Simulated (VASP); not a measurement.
A run of VASP 6.6.1 is set up as follows.

INCAR

```
PREC     = Accurate       # precision mode
ENCUT    = 520            # plane-wave cutoff, eV
EDIFF    = 1E-7           # SCF threshold, eV
ISMEAR   = 0              # smearing method
SIGMA    = 0.03           # smearing width, eV
LREAL    = False          # projectors in reciprocal space
LASPH    = True           # aspherical terms in the spheres
NELM     = 80             # most SCF steps
ALGO     = Normal         # electronic algorithm
ISIF     = 2              # what is computed and relaxed
LWAVE    = False          # write WAVECAR
LCHARG   = False          # write CHGCAR
GGA      = PS             # functional
NBANDS   = 11             # bands
ICORELEVEL= 1
```

The input KPOINTS:

```
regular mesh
0
Gamma
  10 10 10
```

POSCAR

```
AlAs                                    
1.0
    0.0000000000      2.8408956351      2.8408956351
    2.8408956351      0.0000000000      2.8408956351
    2.8408956351      2.8408956351      0.0000000000
  Al              As            
     1     1
Direct
     0.0000000000000000    0.0000000000000000    0.0000000000000000
     0.2500000000000000    0.2500000000000000    0.2500000000000000
```

The input KPOINTS_OPT:

```
explicit points
159
Reciprocal
 0.0000000000  0.0000000000  0.0000000000 1
 0.0357142857  0.0000000000  0.0357142857 1
 0.0714285714  0.0000000000  0.0714285714 1
 0.1071428571  0.0000000000  0.1071428571 1
 0.1428571429  0.0000000000  0.1428571429 1
 0.1785714286  0.0000000000  0.1785714286 1
[... 151 lines left out ...]
 0.4250000000  0.0000000000  0.4250000000 1
 0.4500000000  0.0000000000  0.4500000000 1
```

Potentials or basis: VASP PAW PBE potentials, release 64 (Al, As).

Command:

```bash
$ cat potpaw_PBE.64/Al/POTCAR potpaw_PBE.64/As/POTCAR > POTCAR
$ mpirun -np 1 vasp_std > vasp.out
```

What does it give for the pressure?

0.0 GPa.

What does it give for the band gap on the k mesh?

1.34 eV, indirect (least direct gap 1.89 eV).

Predict the band gap along the path.

1.34 eV, indirect (least direct gap 1.89 eV).

Core levels (eV, on the scale of the bands):
```csv
atom,levels
1 Al,"1s -1501.9, 2s -99.2, 2p -60.6"
2 As,"1s -11707.3, 2s -1475.9, 2p -1292.7, 3s -179.9, 3p -123.3, 3d -30.4"
```

Caveat: the PAW data sets were made with another functional, which shifts forces and pressure a little. A hybrid or GW would open this gap; PBEsol tends to underestimate it.
